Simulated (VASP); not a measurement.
**A VASP 6.6.1 single-point calculation on SrO**

INCAR

```
LASPH = .TRUE.
IBRION = -1
PREC = Accurate
LREAL = .FALSE.
NSW = 0
NBANDS = 15
LWAVE = .FALSE.
NELM = 120
EDIFF = 1E-7
ENCUT = 520
GGA = PE
ISMEAR = -1
SIGMA = 0.02
LCHARG = .FALSE.
ISIF = 2
```

KPOINTS

```
KPOINTS created by Atomic Simulation Environment
0
Gamma
8 8 8
0 0 0
```

POSCAR

```
Sr O
 1.0000000000000000
     0.0000000000000000    2.5927917888000001    2.5734425963000001
     2.5927917888000001    0.0000000000000000    2.5734425963000001
     2.5927917888000001    2.5927917888000001    0.0000000000000000
 Sr  O
   1   1
Cartesian
  0.0000000000000000  0.0000000000000000  0.0000000000000000
  2.5927917887999996  2.5927917887999996  2.5734425962999996
```

The recommended PBE PAW datasets give the neutral cell 16 valence electrons.

Command

```
mpirun -np 1 vasp_std
```

Question: Predict the outcome of this run.

Answer: It converged. Results: gap between bands v and c on the k mesh 3.24 eV; least direct gap on the k mesh 3.36 eV; pressure 1.7 GPa. Band v is the last that the valence electrons fill when counted band by band, and c is the next.

OSZICAR

```
N       E                     dE             d eps       ncg     rms          rms(c)
DAV:   1     0.684159961815E+02    0.68416E+02   -0.84500E+03  1770   0.104E+03
DAV:   2    -0.111561598022E+02   -0.79572E+02   -0.73370E+02  2398   0.221E+02
DAV:   3    -0.141904807609E+02   -0.30343E+01   -0.30207E+01  2391   0.389E+01
DAV:   4    -0.142497202950E+02   -0.59240E-01   -0.59234E-01  2147   0.537E+00
DAV:   5    -0.142513585970E+02   -0.16383E-02   -0.16383E-02  2315   0.733E-01    0.159E+01
DAV:   6    -0.122050236713E+02    0.20463E+01   -0.67355E+00  1819   0.194E+01    0.188E+01
DAV:   7    -0.120597196911E+02    0.14530E+00   -0.30960E-01  2050   0.491E+00    0.109E+01
DAV:   8    -0.120489132274E+02    0.10806E-01   -0.12024E-01  2253   0.347E+00    0.402E-01
DAV:   9    -0.120501967653E+02   -0.12835E-02   -0.59786E-03  2225   0.489E-01    0.234E-01
DAV:  10    -0.120506540040E+02   -0.45724E-03   -0.43935E-04  1966   0.197E-01    0.878E-02
DAV:  11    -0.120508052520E+02   -0.15125E-03   -0.15304E-04  1910   0.913E-02    0.275E-02
DAV:  12    -0.120508241469E+02   -0.18895E-04   -0.28187E-05  1875   0.388E-02    0.234E-02
DAV:  13    -0.120508240563E+02    0.90540E-07   -0.16364E-06  1980   0.112E-02    0.335E-03
DAV:  14    -0.120508237502E+02    0.30614E-06   -0.14762E-07  2339   0.291E-03    0.222E-03
DAV:  15    -0.120508237411E+02    0.91093E-08   -0.88255E-09  1018   0.913E-04
   1 F= -.12050824E+02 E0= -.12050824E+02  d E =-.332058E-12
```

Standard output (part)

```
POSCAR found type information on POSCAR SrO
 POSCAR found :  2 types and       2 ions
 LDA part: xc-table for (Slater+PW92), standard interpolation
 POSCAR, INCAR and KPOINTS ok, starting setup
 WAVECAR not read
 entering main loop
```

For comparison, a separate PBE run of the intended cell, on usual settings and not on those above, gives a gap of 3.24 eV on its mesh and a pressure of 1.7 GPa.
